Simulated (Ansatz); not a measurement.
# WC: computed DOS

```cif
data_structure
_symmetry_space_group_name_H-M 'P 1'
_symmetry_Int_Tables_number 1
_cell_length_a 3.1256
_cell_length_b 3.1256
_cell_length_c 5.9935
_cell_angle_alpha 90.000
_cell_angle_beta 90.000
_cell_angle_gamma 120.000
_cell_volume 50.71
loop_
_atom_site_label
_atom_site_type_symbol
_atom_site_fract_x
_atom_site_fract_y
_atom_site_fract_z
_atom_site_occupancy
W1 W 0.33333 0.66667 0.02236 1
W2 W 0.66667 0.33333 0.52236 1
C1 C 0.33333 0.66667 0.35364 1
C2 C 0.66667 0.33333 0.85364 1
```

The runs use the primitive cell with vectors (3.126, 0.000, 0.000), (-1.563, 2.707, 0.000), (0.000, 0.000, 5.994) Å, to which the k mesh refers.

The cell was built from the wurtzite type and relaxed in the same program, and has space group P6_3mc; it needn't be a known or the stable phase.

No spin–orbit coupling, which matters for the heavy atoms here.

Computed with DFT, PBE, all-electron LAPW, scalar-relativistic in Ansatz 0.2.0.

The runs use a Γ-centred 12×12×7 k mesh, Fermi–Dirac smearing of 0.05 eV, basis error target 1 meV/atom, no spin polarisation.

Task: Which of the resolved shells contributes most within 0.3 eV of the Fermi level?

Result: W 5d, with 88 % of all states there; C 2p follows with 8 %.

Task: Where is the centre of the filled W 5d states between -14 eV and the top of the filled states?

Result: -4.00 eV from the Fermi level.

Task: Tabulate the density of states.

Result: States per eV and cell, averaged over 0.4 eV, from -5.8 to 4.0 eV, with energies (bin centres) from the Fermi level; empty bins are left out. The partial columns, the largest 3 alone, are projections on Löwdin-orthogonalised atomic shells (those that the program's projection atoms carry: the occupied ones and, for some elements, an empty d or f shell; other empty shells have no column), summed over atoms of an element. Weights on diffuse s and p shells depend on that basis and aren't pure angular character.
```json
{"E (eV)": "-5.7", "total": "2.29", "W 5d": "0.98", "C 2p": "1.11", "W 6s": "0.14"}
{"E (eV)": "-5.3", "total": "0.47", "W 5d": "0.19", "C 2p": "0.24", "W 6s": "0.03"}
{"E (eV)": "-4.9", "total": "1.85", "W 5d": "0.83", "C 2p": "0.88", "W 6s": "0.09"}
{"E (eV)": "-4.5", "total": "5.19", "W 5d": "2.39", "C 2p": "2.47", "W 6s": "0.19"}
{"E (eV)": "-4.1", "total": "3.85", "W 5d": "1.84", "C 2p": "1.86", "W 6s": "0.05"}
{"E (eV)": "-3.7", "total": "3.88", "W 5d": "1.69", "C 2p": "2.03", "W 6s": "0.03"}
{"E (eV)": "-3.3", "total": "2.52", "W 5d": "1.17", "C 2p": "1.28", "W 6s": "0.02"}
{"E (eV)": "-2.9", "total": "1.94", "W 5d": "0.78", "C 2p": "1.07", "W 6s": "0.03"}
{"E (eV)": "-2.5", "total": "0.58", "W 5d": "0.22", "C 2p": "0.34", "W 6s": "0.01"}
{"E (eV)": "-2.1", "total": "0.11", "W 5d": "0.04", "C 2p": "0.07", "W 6s": "0.00"}
{"E (eV)": "-1.7", "total": "1.43", "W 5d": "1.18", "C 2p": "0.17", "W 6s": "0.03"}
{"E (eV)": "-1.3", "total": "3.66", "W 5d": "3.02", "C 2p": "0.42", "W 6s": "0.09"}
{"E (eV)": "-0.9", "total": "2.88", "W 5d": "2.10", "C 2p": "0.45", "W 6s": "0.12"}
{"E (eV)": "-0.5", "total": "1.45", "W 5d": "1.07", "C 2p": "0.21", "W 6s": "0.05"}
{"E (eV)": "-0.1", "total": "0.82", "W 5d": "0.74", "C 2p": "0.05", "W 6s": "0.01"}
{"E (eV)": "0.3", "total": "1.45", "W 5d": "1.23", "C 2p": "0.16", "W 6s": "0.03"}
{"E (eV)": "0.7", "total": "2.48", "W 5d": "1.94", "C 2p": "0.39", "W 6s": "0.05"}
{"E (eV)": "1.1", "total": "2.95", "W 5d": "2.33", "C 2p": "0.38", "W 6s": "0.08"}
{"E (eV)": "1.5", "total": "3.42", "W 5d": "2.55", "C 2p": "0.56", "W 6s": "0.08"}
{"E (eV)": "1.9", "total": "2.20", "W 5d": "1.69", "C 2p": "0.34", "W 6s": "0.05"}
{"E (eV)": "2.3", "total": "2.01", "W 5d": "1.53", "C 2p": "0.35", "W 6s": "0.04"}
{"E (eV)": "2.7", "total": "2.04", "W 5d": "1.19", "C 2p": "0.48", "W 6s": "0.14"}
{"E (eV)": "3.1", "total": "1.61", "W 5d": "0.89", "C 2p": "0.38", "W 6s": "0.12"}
{"E (eV)": "3.5", "total": "1.74", "W 5d": "0.89", "C 2p": "0.46", "W 6s": "0.13"}
{"E (eV)": "3.9", "total": "1.79", "W 5d": "1.04", "C 2p": "0.37", "W 6s": "0.08"}
```
